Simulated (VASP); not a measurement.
TePb in VASP 6.6.1, single-point calculation

INCAR

```
EDIFF = 1E-7
PREC = Accurate
LASPH = .TRUE.
NSW = 0
LWAVE = .FALSE.
LREAL = .FALSE.
IBRION = -1
SIGMA = 0.02
ISIF = 2
ENCUT = 700
LCHARG = .FALSE.
NBANDS = 12
NELM = 78
ISMEAR = -1
GGA = PE
```

KPOINTS

```
KPOINTS created by Atomic Simulation Environment
0
Gamma
8 8 8
0 0 0
```

POSCAR

```
Pb Te
 1.0000000000000000
    -0.0000000000000000    3.2678368488178133    3.2678368488178133
     3.2678368488178133   -0.0000000000000000    3.2678368488178133
     3.2678368488178133    3.2678368488178133   -0.0000000000000000
 Pb  Te
   1   1
Cartesian
 -0.0000000000000000  0.0000000000000000  0.0000000000000000
  3.2678368488178129  3.2678368488178129  3.2678368488178129
```

The recommended PBE PAW datasets give the neutral cell 20 valence electrons.

Command

```
mpirun -np 1 vasp_std
```

How does this run end, and what does it give?

It converged. Results: gap between bands v and c on the k mesh 0.80 eV; least direct gap on the k mesh 0.80 eV; pressure 0.6 GPa. Band v is the last that the valence electrons fill when counted band by band, and c is the next.

OSZICAR

```
N       E                     dE             d eps       ncg     rms          rms(c)
DAV:   1     0.169961410130E+03    0.16996E+03   -0.10883E+04   696   0.199E+03
DAV:   2     0.772236098030E+01   -0.16224E+03   -0.16029E+03   716   0.406E+02
DAV:   3    -0.712003310635E+01   -0.14842E+02   -0.14143E+02   876   0.124E+02
DAV:   4    -0.764094419477E+01   -0.52091E+00   -0.52056E+00   888   0.258E+01
DAV:   5    -0.765820529962E+01   -0.17261E-01   -0.17259E-01   984   0.428E+00    0.311E+00
DAV:   6    -0.752265350793E+01    0.13555E+00   -0.41996E-01   844   0.531E+00    0.196E+00
DAV:   7    -0.751897857588E+01    0.36749E-02   -0.10419E-01   884   0.191E+00    0.895E-01
DAV:   8    -0.752090983892E+01   -0.19313E-02   -0.10347E-02   772   0.132E+00    0.136E-01
DAV:   9    -0.752093088024E+01   -0.21041E-04   -0.11333E-03   868   0.393E-01    0.465E-02
DAV:  10    -0.752097262327E+01   -0.41743E-04   -0.11987E-04   772   0.901E-02    0.230E-02
DAV:  11    -0.752098248616E+01   -0.98629E-05   -0.25866E-05   884   0.481E-02    0.826E-03
DAV:  12    -0.752098272438E+01   -0.23822E-06   -0.13166E-06   820   0.162E-02    0.557E-03
DAV:  13    -0.752098249722E+01    0.22716E-06   -0.34076E-07   784   0.519E-03    0.114E-03
DAV:  14    -0.752098251249E+01   -0.15276E-07   -0.81472E-08   460   0.367E-03
   1 F= -.75209825E+01 E0= -.75209825E+01  d E =-.274167E-10
```

For comparison, a separate PBE run of the intended cell, on usual settings and not on those above, gives a gap of 0.80 eV on its mesh and a pressure of 0.6 GPa.
